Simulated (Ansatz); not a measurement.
Run this with Ansatz 0.2.0 through its Python package and show what comes out.

The script, `kconv_zrn.py`:
```python
import ansatz as az
from pymatgen.core import Lattice, Structure
from pymatgen.io.ase import AseAtomsAdaptor
from tabulate import tabulate


def main() -> None:
    pmg_structure = Structure(
        Lattice([[0.0, 2.3, 2.3], [2.3, 0.0, 2.3], [2.3, 2.3, 0.0]]),
        ["Zr", "N"],
        [
            [0.5, 0.5, 0.5],
            [0.0, 0.0, 0.0],
        ],
    )
    xtal = az.Crystal.from_ase(AseAtomsAdaptor.get_atoms(pmg_structure))

    job = (
        xtal.calculation()
        .functional("r2scan")
        .basis(600)
        .occupations("Fermi-Dirac")
    )

    rows = []
    for value in [(3, 3, 3), (4, 4, 4), (5, 5, 5), (7, 7, 7), (8, 8, 8), (10, 10, 10)]:
        rep = job.kpoints(mesh=value).run().report
        rows.append((value, rep["free_energy_ev"] / len(rep["lattice"]["sites"]), rep["n_iterations"], rep["n_kpoints"]))

    print(tabulate(rows, headers=["mesh", "F/atom (eV)", "iterations", "k-points"], floatfmt=".4f", tablefmt="simple"))

    for row in rows[:-1]:
        shift = 1000 * (row[1] - rows[-1][1])
        print(f"{row[0]}: {shift:+.2f} meV/atom" + ("  (within 5 meV)" if abs(shift) < 5 else ""))


if __name__ == "__main__":
    main()
```

`python kconv_zrn.py` gives:
```text
mesh            F/atom (eV)    iterations    k-points
------------  -------------  ------------  ----------
(3, 3, 3)        -2291.7945             7           4
(4, 4, 4)        -2291.8628             7           8
(5, 5, 5)        -2291.8767             7          10
(7, 7, 7)        -2291.8596             7          20
(8, 8, 8)        -2291.8606             7          29
(10, 10, 10)     -2291.8659             7          47
(3, 3, 3): +71.37 meV/atom
(4, 4, 4): +3.11 meV/atom  (within 5 meV)
(5, 5, 5): -10.82 meV/atom
(7, 7, 7): +6.25 meV/atom
(8, 8, 8): +5.26 meV/atom
```

Caveats:
- No spin polarisation was allowed.
- Of the deposited cell: the entry's cell lengths or inner coordinates differ somewhat from later room-temperature determinations.
- A row within the bound is followed by one outside it, so the series isn't shown to be converged.
- The structure is a deposited one; some such entries were measured under pressure or heat, so a shift against it needn't be the functional's error alone.
- Shifts are counted from the finest mesh, which is itself no proven limit.
- Finished in 10 s on 1 thread of Arm Neoverse V1 (shared host), peak memory 0.48 GiB.
